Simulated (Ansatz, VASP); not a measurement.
## Two plane-wave programs on Nb

Contents of INCAR:

```
PREC = Accurate ; ENCUT = 520
EDIFF = 1E-6 ; ISMEAR = 0
SIGMA = 0.1 ; LREAL = F
LASPH = T ; NELM = 80
ALGO = Normal ; ISIF = 2
LWAVE = F ; LCHARG = T
GGA = PS ; LELF = T
LVHAR = T ; NBANDS = 12
```

File KPOINTS:

```
regular mesh
0
Gamma
  18 18 18
```

The input POSCAR:

```
Nb
1.0
    0.0000000000      2.1261022572      2.1261022572
    2.1261022572      0.0000000000      2.1261022572
    2.1261022572      2.1261022572      0.0000000000
Nb
1
Direct
    0.0000000000      0.0000000000      0.0000000000
```

Input for Ansatz:

```yaml
crystal:
  lattice:
    - [0.0, 2.1261022568, 2.1261022568]
    - [2.1261022568, 0.0, 2.1261022568]
    - [2.1261022568, 2.1261022568, 0.0]
  atoms:
    - { symbol: Nb, position: [0.0, 0.0, 0.0] }
basis:
  ecutwfc: 420
kpoints:
  mp_grid: { grid: [18, 18, 18] }
hamiltonian:
  xc: pbesol
scf:
  occupations: { method: gaussian, width: 0.1 }
output:
  forces: true
  stress: true
  eigenvalues: true
```

Alike in both runs: task single point; functional PBEsol; k mesh 18 × 18 × 18; occupations gaussian, width 0.1 eV; no spin polarisation.

|  | VASP | Ansatz |
| --- | --- | --- |
| version | VASP 6.6.1 | Ansatz 0.2.0 |
| potentials or method | VASP PAW PBE potentials, release 64 (Nb_sv) | scalar-relativistic, plane waves, PAW |
| plane-wave cutoff (eV) | 520 | 420 |
| valence electrons in the cell | 13 | 13 |

|  | VASP | Ansatz | Ansatz less VASP |
| --- | --- | --- | --- |
| gap on the k mesh at the Fermi level (eV) | none | none | - |
| pressure (GPa) | -9.5 | -9.2 | +0.30 |

A gap of «none» marks a metal or a gap that the smearing closes. With one functional, cell and mesh, what is left measures potentials, basis and numerics.

Caveats: the PAW data sets were made with another functional, which shifts forces and pressure a little (VASP).
